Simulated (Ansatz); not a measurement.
Start of a relaxation, O put at a top Si site (Si, P6_3/mmc (No. 194), (0 0 1) face):

```yaml
crystal:
  lattice:
    - [3.82489, 0.00000, 0.00000]
    - [-1.91244, 3.31245, 0.00000]
    - [0.00000, 0.00000, 26.12113]
  atoms:
    - { symbol: Si, position: [0.66667, 0.33333, 0.32541] }
    - { symbol: Si, position: [0.33333, 0.66667, 0.35591] }
    - { symbol: Si, position: [0.33333, 0.66667, 0.44646] }
    - { symbol: Si, position: [0.66667, 0.33333, 0.47564] }
    - { symbol: Si, position: [0.66667, 0.33333, 0.56726] }
    - { symbol: Si, position: [0.33333, 0.66667, 0.59294] }
    - { symbol: O, position: [0.33333, 0.66667, 0.66108] }
```

Theory: DFT PBEsol, scalar-relativistic, plane waves, PAW in Ansatz. Cutoff 420 eV; k points 9×9×1 on the computed 7-atom cell (Γ-centred); Gaussian smearing, width 0.05 eV; collinear spin from starting moments 0 0 0 0 0 0 2 μB. A dipole correction removes the field between periodic images along c.

Atoms 1, 2, 3 (counted from 1) are held. The cell is fixed. Force threshold 0.03 eV/Å.

```csv
step,E − E_final (eV),largest force (eV/Å)
1,0.760,4.819
2,0.355,3.740
3,1.226,15.494
4,0.029,1.391
5,0.003,0.277
6,0.002,0.140
7,0.000,0.009
8,0.000,0.009
```

Question: What is the final structure?

Answer:
```yaml
crystal:
  lattice:
    - [3.82489, 0.00000, 0.00000]
    - [-1.91244, 3.31245, 0.00000]
    - [0.00000, 0.00000, 26.12113]
  atoms:
    - { symbol: Si, position: [0.66667, 0.33333, 0.32541] }
    - { symbol: Si, position: [0.33333, 0.66667, 0.35591] }
    - { symbol: Si, position: [0.33333, 0.66667, 0.44646] }
    - { symbol: Si, position: [0.66667, 0.33333, 0.47737] }
    - { symbol: Si, position: [0.66667, 0.33333, 0.56709] }
    - { symbol: Si, position: [0.33333, 0.66667, 0.60523] }
    - { symbol: O, position: [0.33333, 0.66667, 0.66465] }
```

The end is the local minimum or symmetric point that this start leads to. The slab is only 7.1 Å thick, so the energy isn't converged with thickness.

The reference crystal is a form of Si, which isn't its usual structure.

Cost: 1 run of about 3.8 core-minutes, on Intel Xeon Platinum 8375C (Ice Lake) (shared hosts).